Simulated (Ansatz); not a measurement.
Theory: Ansatz 0.2.0, DFT, RPBE, plane waves (420 eV) with PAW, scalar-relativistic. (PAW data from PBE, frozen cores regenerated.)

An element in the bcc structure gives this curve. The cell is scaled uniformly from the relaxed one, with fractional coordinates and shape fixed. Energies are extrapolated to zero smearing, pressures are those at the given smearing. Magnetic state: spin not included.

```
V (Å³/atom)  E − E₀ (meV/atom)  P (GPa)
     12.692               73.7    15.22
     13.269               30.8     9.05
     13.846                7.4     4.13
     14.423                0.0     0.05
     15.000                6.1    -3.33
     15.577               23.4    -6.10
     16.154               50.0    -8.36
```

Problem. Which element is it?
A. molybdenum
B. phosphorus
C. manganese
D. vanadium

Solution. B. Its fit is V₀ = 14.43 Å³/atom, B₀ = 93 GPa, B₀′ = 3.6.
